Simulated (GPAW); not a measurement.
Crystal: MnS.

```
CELL_PARAMETERS angstrom
0.00000 2.47346 2.47346
2.47346 0.00000 2.47346
2.47346 2.47346 0.00000
ATOMIC_POSITIONS crystal
Mn 0.00000 0.00000 0.00000
S 0.75000 0.75000 0.75000
```

The cell is a database's computed one.

- Program: GPAW 26.7.0
- Task: relaxation of cell and atoms
- Functional: PBEsol
- Dispersion: D3(BJ)
- Potentials or basis: PAW data sets generated in the run's folder for this functional
- Cutoff: 600 eV
- Basis: pw
- k mesh: 9 × 9 × 9
- Occupations: fermi-dirac, width 0.05 eV
- Spin: collinear spin, ferromagnetic start
- Starting moments: [4.0, 0.0] μB

At the start: pressure -6.7 GPa; volume 15.13 Å³/atom.

Task: Where does the relaxation end?

Result: Over 4 steps the energy falls by 14.8 meV/atom and the volume is 14.42 Å³/atom (-4.7 %); space group F-43m (No. 216, to 0.05 Å); moment 0.15 μB per cell.

The path:
```csv
step,energy change (eV),largest force (eV/Å),pressure (GPa),volume (Å³)
1,0.0000,0.0000,-6.71,30.27
2,-0.0108,0.0000,-5.45,29.98
3,-0.0243,0.0000,-3.04,29.47
4,-0.0296,0.0000,0.24,28.85
```

Final structure:
```yaml
crystal:
  lattice:
    - [0.00000, 2.43418, 2.43418]
    - [2.43418, 0.00000, 2.43418]
    - [2.43418, 2.43418, 0.00000]
  atoms:
    - { symbol: Mn, position: [0.00000, 0.00000, 0.00000] }
    - { symbol: S, position: [0.75000, 0.75000, 0.75000] }
```

Caveat: each step starts from the last one's moments, so a moment once lost doesn't come back; later steps reuse the first step's grids; the moment fell far below its start of 4 μB, so a state of higher moment may lie lower in energy; pairwise dispersion overbinds metals, which lowers pressure and volume.
